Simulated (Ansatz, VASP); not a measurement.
**One calculation of Rb, two programs**

```
Rb
1.0
     4.42293   -2.50757   -0.01374
     4.42293    2.50757   -0.01374
    -2.88011    0.00000   16.40135
Rb
4
Direct
  0.20361 0.20361 0.12507
  0.79639 0.79639 0.87493
  0.38380 0.38380 0.62504
  0.61620 0.61620 0.37496
```

Alike in both runs: functional PBE; k mesh 10 × 10 × 4; occupations gaussian, width 0.1 eV; no spin polarisation.

Ansatz relaxed the structure, and its values are those at the end. VASP's run is a single point on that final structure, the one shown.

|  | VASP | Ansatz |
| --- | --- | --- |
| version | VASP 6.6.1 | Ansatz 0.2.0 |
| potentials or method | VASP PAW PBE potentials, release 64 (Rb_sv) | scalar-relativistic, plane waves, PAW |
| plane-wave cutoff (eV) | 520 | 420 |
| valence electrons in the cell | 36 | 36 |

|  | VASP | Ansatz | Ansatz less VASP |
| --- | --- | --- | --- |
| gap on the k mesh at the Fermi level (eV) | none | none | - |
| pressure (GPa) | 0.0 | 0.0 | 0.00 |

A gap of «none» marks a metal or a gap that the smearing closes.
